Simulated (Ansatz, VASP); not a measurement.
# Cross-check of AlN (AlN (P6_3mc)) between VASP and Ansatz

Wanted: the spread between two codes on one cell, functional and k mesh. Of the first pair: The cell is taken from a series of runs on this material, whose earlier steps may have relaxed, scaled, displaced or heated it; both programs get it as it stands.

Program: Ansatz 0.2.0. Level of theory: plane waves, with VASP 6.6.1 beside it; single point at r2SCAN. Results are calculated unless marked as measured.

### 1. The starting structure

It takes space group P6_3mc (No. 186, hexagonal). The conventional cell has a = 3.107 Å, b = 3.107 Å, c = 4.978 Å, α = 90.00°, β = 90.00°, γ = 120.00°. Al has 4 N at 1.89 to 1.90 Å nearest. Nearest to N lie 4 Al at 1.89 to 1.90 Å. Farther neighbours and most contacts between anions are not listed.

Structure file:

```cif
data_structure
_symmetry_space_group_name_H-M 'P6_3mc'
_symmetry_Int_Tables_number 186
_cell_length_a 3.1065
_cell_length_b 3.1065
_cell_length_c 4.9782
_cell_angle_alpha 90.000
_cell_angle_beta 90.000
_cell_angle_gamma 120.000
_cell_volume 41.61
loop_
_atom_site_label
_atom_site_type_symbol
_atom_site_symmetry_multiplicity
_atom_site_Wyckoff_symbol
_atom_site_fract_x
_atom_site_fract_y
_atom_site_fract_z
_atom_site_occupancy
Al1 Al 2 b 0.66667 0.33333 0.50080 1
N1 N 2 b 0.66667 0.33333 0.11920 1
```

### 2. Ansatz: single point, r2SCAN, pair 1

Ansatz runs on its PAW soft_1 files.

A single point gives forces, pressure and levels at one fixed geometry, so differences don't come from the geometry; what else differs is listed under the comparison.

input.yaml reads:

```yaml
crystal:
  lattice:
    - [4.659782740603, 2.69032687852, 0.0]
    - [-4.659782791583, 2.690326790218, 0.0]
    - [0.0, 0.0, 9.95647772]
  atoms:
    - { symbol: Al, position: [0.0, 0.3333333333333, 0.249601665] }
    - { symbol: Al, position: [0.3333333333333, 5.551115123126e-17, 0.249601665] }
    - { symbol: Al, position: [0.6666666666667, 0.6666666666667, 0.249601665] }
    - { symbol: Al, position: [0.0, 0.6666666666667, 0.499601665] }
    - { symbol: Al, position: [0.3333333333333, 0.3333333333333, 0.499601665] }
    - { symbol: Al, position: [0.6666666666667, 1.110223024625e-16, 0.499601665] }
    - { symbol: "N", position: [0.0, 0.3333333333333, 0.440398335] }
    - { symbol: "N", position: [0.3333333333333, 5.551115123126e-17, 0.440398335] }
    - { symbol: "N", position: [0.6666666666667, 0.6666666666667, 0.440398335] }
    - { symbol: "N", position: [0.0, 0.6666666666667, 0.190398335] }
    - { symbol: "N", position: [0.3333333333333, 0.3333333333333, 0.190398335] }
    - { symbol: "N", position: [0.6666666666667, 1.110223024625e-16, 0.190398335] }
    - { symbol: Al, position: [0.0, 0.3333333333333, 0.749601665] }
    - { symbol: Al, position: [0.3333333333333, 5.551115123126e-17, 0.749601665] }
    - { symbol: Al, position: [0.6666666666667, 0.6666666666667, 0.749601665] }
    - { symbol: Al, position: [0.0, 0.6666666666667, 0.999601665] }
    - { symbol: Al, position: [0.3333333333333, 0.3333333333333, 0.999601665] }
    - { symbol: Al, position: [0.6666666666667, 1.110223024625e-16, 0.999601665] }
    - { symbol: "N", position: [0.0, 0.3333333333333, 0.940398335] }
    - { symbol: "N", position: [0.3333333333333, 5.551115123126e-17, 0.940398335] }
    - { symbol: "N", position: [0.6666666666667, 0.6666666666667, 0.940398335] }
    - { symbol: "N", position: [0.0, 0.6666666666667, 0.690398335] }
    - { symbol: "N", position: [0.3333333333333, 0.3333333333333, 0.690398335] }
    - { symbol: "N", position: [0.6666666666667, 1.110223024625e-16, 0.690398335] }
basis:
  ecutwfc: 500.0
  ecutrho_ratio: 4
  xc_grid: 2
  fft_grid_basis: typed
  precision: f64
kpoints:
  mp_grid: { grid: [4, 4, 2], shift: [0.5, 0.5, 0.5] }
hamiltonian:
  xc: r2scan
  pseudopotentials:
    kind: paw
    azcp:
      folder: soft_1
      "N": "soft_1/N.paw.azcp"
      Al: "soft_1/Al.paw.azcp"
scf:
  max_iter: 60
  self_checks: high
  occupations: { method: fermi_dirac, width: 0.01 }
output:
  forces: true
checkpoint:
  write: "../host.point.run"
  compress: false
  write_wavefunctions: true
  write_every: 100000
```

Launch:

```console
> ansatz run input.yaml --threads 8 --pin off --max-ram 15073MiB --backend cpu --events-out ev --progress --plain --runs-dir out
```

Numbers of over 12 decimals in the logs are rounded to 6 here.

The program printed:

```text
Warning: crystal.symmetry: narrowed to the stabiliser of the k-point mesh — unitary ops 72 → 24; excluded 48 operations that carry a point of the 4×4×2 mesh (shift [0.5, 0.5, 0.5]) off the mesh (the run samples exactly the mesh kpoints.mp_grid names, as under crystal.symmetry.detect: false, and its converged state has the mesh's symmetry, not the crystal's; ε∞, the Born charges and the force constants of a linear response (`dielectric:` by the response, `phonons.method: dfpt`) are averaged over those of the crystal's operations that the state keeps within a tolerance, where `mesh_tensors`, `unaveraged_element` or `gamma_mean_max_change_ev_ang2` stands beside them; [rest of the remark cut]
Engine: ansatz 0.2.0, aarch64-unknown-linux-gnu
Pseudopotentials: kind: paw
Pseudopotential: Al, paw, valence charge 3, recommended cutoff 500 eV (meta_gga), soft_1/Al.paw.azcp
Pseudopotential: N, paw, valence charge 5, recommended cutoff 500 eV (meta_gga), soft_1/N.paw.azcp
Functional definition: r2SCAN
  parameter k0 = 0.174
  parameter k1 = 0.065
  parameter a1 = 4.9479
  exchange = r2scan_x(k0 = k0, k1 = k1, a1 = a1)
  correlation = r2scan_c
Crystal: 24 atoms, lattice volume = 249.636 Å³
Basis set: ecut = 500 eV, 6337 PW (Γ), exchange–correlation on 80×80×150 points (8 copies of the dense FFT grid, shifted against one another)
Bands: 72, of which v1, the nominal top of the filled ones, is band 48 counted from 1 (47 counted from 0)
Symmetry: 24 space group operations
k-points: 6 of 32 (time reversal used)
Non-local potential: Al, projectors of the file, l = 0: 2, l = 1: 2, l = 2: 1
Non-local potential: N, projectors of the file, l = 0: 2, l = 1: 2, l = 2: 1
PAW form: soft (Blöchl's): semilocal exchange-correlation on the pseudo side does not see the compensation charge
PAW frozen core: Al, regenerated for the run's functional (the file was generated under x = pbe(κ = 0.804, μ = 0.219515), c = pbe(β = 0.066725))
PAW frozen core: N, regenerated for the run's functional (the file was generated under x = pbe(κ = 0.804, μ = 0.219515), c = pbe(β = 0.066725))
PAW one-centre angular grid: Al, 302 points (default); XC on 160 Gauss nodes
PAW one-centre angular grid: N, 302 points (default); XC on 160 Gauss nodes
Initial density: superposition of atomic densities (chi_scale 0.1, normalization cell, long waves kept (reshape's long-wave potential 0.00 eV rms))
Initial wavefunctions: pseudopotential atomic-orbital guess
Functional: x = r2scan, c = r2scan; τ floored in thin density (d = 2e-4 eV/Å³)
SCF iter   1: F=—  HF=-11154.184804 eV  |F-HF|=—  |Δ(HF+E_count)|=         —  Δρ=1.35e-1  dr2=5.61e1  dr2_τ=6.55e0  ethr=3.10e-3  ⟨swp⟩=6.0  Hψ=1762  notcnv=0  defer=63
preconditioner: auto → Resta (q_TF=auto, 2.327 Å⁻¹)  ε∞=3.3  [insulator: Δε(μ)=6.343 eV  Ē_g=15.221 eV  σ=0.010 eV  W_gap=1.00  n_scr=48 (ndim 8)  ℏωp=23.0 eV  f_vac=0.000  D(μ)=0.00/eV (n_scr^D=0)  ε∞_Penn≈3.3]
SCF iter   2: F=—  HF=-11140.393134 eV  |F-HF|=—  |Δ(HF+E_count)|=    1.38e1  Δρ=4.71e-2  dr2=3.78e0  dr2_τ=1.25e0  ethr=3.10e-3  ⟨swp⟩=4.0  Hψ=1045  notcnv=0  defer=101
SCF iter   3: F=—  HF=-11141.733059 eV  |F-HF|=—  |Δ(HF+E_count)|=    1.34e0  Δρ=2.42e-2  dr2=9.47e-1  dr2_τ=5.10e-2  ethr=3.10e-3  ⟨swp⟩=3.0  Hψ=602  notcnv=0  defer=101
SCF iter   4: F=—  HF=-11141.836999 eV  |F-HF|=—  |Δ(HF+E_count)|=   1.04e-1  Δρ=2.26e-3  dr2=1.04e-2  dr2_τ=9.40e-4  ethr=9.86e-4  ⟨swp⟩=3.0  Hψ=654  notcnv=0  defer=101
SCF iter   5: F=—  HF=-11141.836129 eV  |F-HF|=—  |Δ(HF+E_count)|=   8.70e-4  Δρ=4.01e-4  dr2=5.25e-4  dr2_τ=1.79e-5  ethr=1.08e-5  ⟨swp⟩=2.0  Hψ=652  notcnv=0  defer=101
SCF iter   6: F=—  HF=-11141.836125 eV  |F-HF|=—  |Δ(HF+E_count)|=   4.01e-6  Δρ=6.43e-5  dr2=8.89e-6  dr2_τ=4.00e-7  ethr=5.47e-7  ⟨swp⟩=2.0  Hψ=602  notcnv=0  defer=101
SCF iter   7: F=-11141.836125 eV  HF=-11141.836125 eV  |F-HF|=1.13e-8  |Δ(HF+E_count)|=   7.41e-7  Δρ=3.20e-6  dr2=2.81e-8  dr2_τ=5.90e-10  ethr=1.04e-10  ⟨swp⟩=14.5  Hψ=2925  notcnv=0
SCF 1 converged in 7 iterations: F = -11141.836125 eV  dr2 = 2.81e-8
  greatest PAW one-centre occupation: 0.797 electrons in one spin orbital (limit 2), on the N atom at site 23 (counted from 0), in its partial waves of l = 0
SCF converged after 7 iterations
Free energy (F): -11141.836125 eV
Harris-Foulkes:  -11141.836125 eV  (|F-HF|=1.13e-8)
Internal energy: -11141.836125 eV  (E = F + TS)
E sigma→0 (E₀):  -11141.836125 eV
Fermi energy:    9.550425 eV
--- Per-component energies (eV) ---
  E_band       = 138.258407
  E_kinetic    = 1894.450829
  E_local      = -2529.246198  (includes V_loc(G=0)·N_el)
  E_nonlocal   = 522.783411
  E_hartree    = 942.683635
  E_xc         = -1156.033522
  E_vxc        = -1415.315972  (∫ρ·V_xc dr)
  E_paw        = -7259.761080  (= ΣΔE_a)
  E_vpaw       = -295.264850  (= ΣTr[D̂ρ^β])
  E_aug_tail   = 0.000162  (compensation charges beyond the density's cutoff)
  E_vtau       = 75.491709  (kinetic-family band-sum trace: ∫τ·v_τ [+ j·A + Jᵃ·Aᵃ] dr)
  E_ewald      = -3555.637286
  E_core_change = -1.076075  (= ΣΔE_core)
  E_smearing   = -0.000000  (= −TS)
  E_closure    = 0.000000  (closes the sum)
  Σ components = -11141.836125   (vs F -11141.836125, Δ=0.00e0)
--- Forces (eV/Å), atoms counted from 1 ---
  atom   1  Al     0.00000000    -0.00011712    -0.00205238
  atom   2  Al     0.00000000    -0.00011712    -0.00205238
  atom   3  Al     0.00000000    -0.00011712    -0.00205238
  atom   4  Al    -0.00000000     0.00011712    -0.00205238
  atom   5  Al    -0.00000000     0.00011712    -0.00205238
  atom   6  Al    -0.00000000     0.00011712    -0.00205238
  atom   7  N      0.00000000    -0.00010752     0.00201797
  atom   8  N      0.00000000    -0.00010752     0.00201797
  atom   9  N      0.00000000    -0.00010752     0.00201797
  atom  10  N     -0.00000000     0.00010752     0.00201797
  atom  11  N     -0.00000000     0.00010752     0.00201797
  atom  12  N     -0.00000000     0.00010752     0.00201797
  atom  13  Al     0.00000000    -0.00011712    -0.00205238
  atom  14  Al     0.00000000    -0.00011712    -0.00205238
  atom  15  Al     0.00000000    -0.00011712    -0.00205238
  atom  16  Al    -0.00000000     0.00011712    -0.00205238
  atom  17  Al    -0.00000000     0.00011712    -0.00205238
  atom  18  Al    -0.00000000     0.00011712    -0.00205238
  atom  19  N      0.00000000    -0.00010752     0.00201797
  atom  20  N      0.00000000    -0.00010752     0.00201797
  atom  21  N      0.00000000    -0.00010752     0.00201797
  atom  22  N     -0.00000000     0.00010752     0.00201797
  atom  23  N     -0.00000000     0.00010752     0.00201797
  atom  24  N     -0.00000000     0.00010752     0.00201797
  max |Σ_I F_I| component: 4.13e-4 eV/Å
--- Band table (eV; the first three rows and the last of 6) ---
  k-point 0: bands = [... 44 lower, 6.1201, 6.3725, 6.6251, 6.6981, 12.8243, 13.1822, 13.1822, 13.7690, ... 20 higher]
  k-point 1: bands = [... 44 lower, 6.1139, 6.1985, 6.2351, 6.4558, 12.7418, 13.1959, 13.5306, 13.7256, ... 20 higher]
  k-point 2: bands = [... 44 lower, 6.1426, 6.2099, 6.4959, 6.6145, 13.1702, 13.2748, 13.4450, 13.6632, ... 20 higher]
  k-point 5: bands = [... 44 lower, 6.0955, 6.1585, 6.2938, 6.5787, 12.8147, 13.1222, 13.6575, 13.7495, ... 20 higher]
```

Reading the cycles: dr2 is the Hartree energy of the density residual (eV), the measure of convergence; HF is the Harris–Foulkes estimate of the energy, which meets the free energy F at convergence.

[end of part 1 of 3]

[Lines on the potential files, build, host, timing and source positions are cut from VASP's logs without a mark.]

[Logs are printed without paths, hosts, clocks, repeated set-up lines and the standing remarks that a program may print on its own settings, such as how far it seeks lower states.]

[Hosts, paths, dates, database ids (printed as entryN), source tags and the programs' standing remarks are cut or masked in the printed files.]
